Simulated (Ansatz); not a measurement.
Predict the output of the script below (the Ansatz DFT code, driven from Python).

The script, `run_kconv.py`:
```python
"""k-point test for Si."""

import ansatz
import pandas as pd

FUNCTIONAL = "rpbe"
OCCUPATIONS = "Fermi-Dirac"
SCF_TOL = 1e-06

structure = (
    ansatz.Lattice.from_parameters(2.444, 2.444, 4.152, alpha=90.0, beta=90.0, gamma=120.0)
    .atom("Si", (1 / 3, 2 / 3, 0.25))
    .atom("Si", (2 / 3, 1 / 3, 0.75))
)

model = structure.calculation()
model = model.initial_density(normalization="cell").functional(FUNCTIONAL)
model = model.occupations(OCCUPATIONS)
model = model.scf(tolerance=SCF_TOL)
model = model.accuracy("low")

rows = []
for value in [(3, 3, 2), (5, 5, 3), (6, 6, 4), (8, 8, 4), (10, 10, 6), (13, 13, 7)]:
    report = model.kpoints(*value).run().report
    rows.append((value, report["free_energy_ev"] / len(report["lattice"]["sites"]), report["n_iterations"], report["n_kpoints"]))

table = pd.DataFrame(rows, columns=["mesh", "F/atom (eV)", "iterations", "k-points"])
print(table.round(5).to_string(index=False))

# the last row is the reference
for row in rows[:-1]:
    shift = 1000 * (row[1] - rows[-1][1])
    print(f"{row[0]}: {shift:+.2f} meV/atom" + ("  (within 5 meV)" if abs(shift) < 5 else ""))
```

```console
$ python run_kconv.py
DeckWarning: basis.ecutwfc = 420 eV, auto-derived from the records' recommended cutoffs: set by Si (normal level)
       mesh  F/atom (eV)  iterations  k-points
  (3, 3, 2)   -638.29776           5         6
  (5, 5, 3)   -637.80984           6        10
  (6, 6, 4)   -637.90475           6        21
  (8, 8, 4)   -637.90621           5        30
(10, 10, 6)   -637.91421           6        56
(13, 13, 7)   -637.90055           5        84
(3, 3, 2): -397.21 meV/atom
(5, 5, 3): +90.70 meV/atom
(6, 6, 4): -4.20 meV/atom  (within 5 meV)
(8, 8, 4): -5.66 meV/atom
(10, 10, 6): -13.66 meV/atom
```
(Warnings from the package without file and line.)

Notes:
- A row within the bound is followed by one outside it, so the series isn't shown to be converged.
- This isn't the structure that Si takes at ambient conditions.
- Shifts are counted from the finest mesh, which is itself no proven limit.
- Run time: 2.5 s on 1 thread of Arm Neoverse V2, on a shared host, peak memory 0.36 GiB.
